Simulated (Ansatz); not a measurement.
Level of theory: Ansatz, DFT, PBE, plane waves (420 eV) with PAW, scalar-relativistic.

An element in the simple cubic structure gives this curve. The cell is scaled uniformly from the relaxed one, with fractional coordinates and shape fixed. Energies are extrapolated to zero smearing, pressures are those at the given smearing. Magnetic state: spin not included.

```csv
V (Å³/atom),E − E₀ (meV/atom),P (GPa)
12.841,104.1,20.60
13.425,44.4,12.28
14.009,12.3,5.77
14.592,0.9,0.93
15.176,4.7,-2.92
15.760,21.6,-6.40
16.343,50.3,-9.26
```

Which element is it?
A. rhodium
B. phosphorus
C. copper
D. manganese

B. Its fit is V₀ = 14.71 Å³/atom, B₀ = 108 GPa, B₀′ = 4.8.
